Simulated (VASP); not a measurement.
Here is a VASP 6.6.1 calculation.

The input INCAR:

```
SYSTEM = Hf
PREC     = Accurate       ! precision mode
ENCUT    = 520            ! plane-wave cutoff, eV
EDIFF    = 1E-6           ! SCF threshold, eV
ISMEAR   = 0              ! smearing method
SIGMA    = 0.1            ! smearing width, eV
LREAL    = .False.        ! projectors in reciprocal space
LASPH    = .True.         ! aspherical terms in the spheres
NELM     = 100            ! most SCF steps
ALGO     = Fast           ! electronic algorithm
ISIF     = 2              ! what is computed and relaxed
LWAVE    = .False.        ! write WAVECAR
LCHARG   = .False.        ! write CHGCAR
GGA      = PS             ! functional
ISYM     = 0            
NBANDS   = 11             ! bands
```

The input KPOINTS:

```
regular mesh
0
Gamma
  16 16 16
  0 0 0
```

POSCAR

```
Hf
1.0
   -1.7453276387      1.7453276387      1.7453276387
    1.7453276387     -1.7453276387      1.7453276387
    1.7453276387      1.7453276387     -1.7453276387
Hf
1
Direct
    0.0000000000      0.0000000000      0.0000000000
```

Potentials or basis: VASP PAW PBE potentials, release 64 (Hf_pv).

Launch:

```bash
$ cat potpaw_PBE.64/Hf_pv/POTCAR > POTCAR
$ mpirun -np 1 vasp_std > vasp.out
```

Problem. Estimate the band gap on the k mesh.

Solution. None (metal or under the smearing width).

Problem. What does it give for the pressure?

Solution. -0.2 GPa.

Caveat: the PAW data sets were made with another functional, which shifts forces and pressure a little. Spin-orbit coupling is left out, which matters for the levels of Hf.
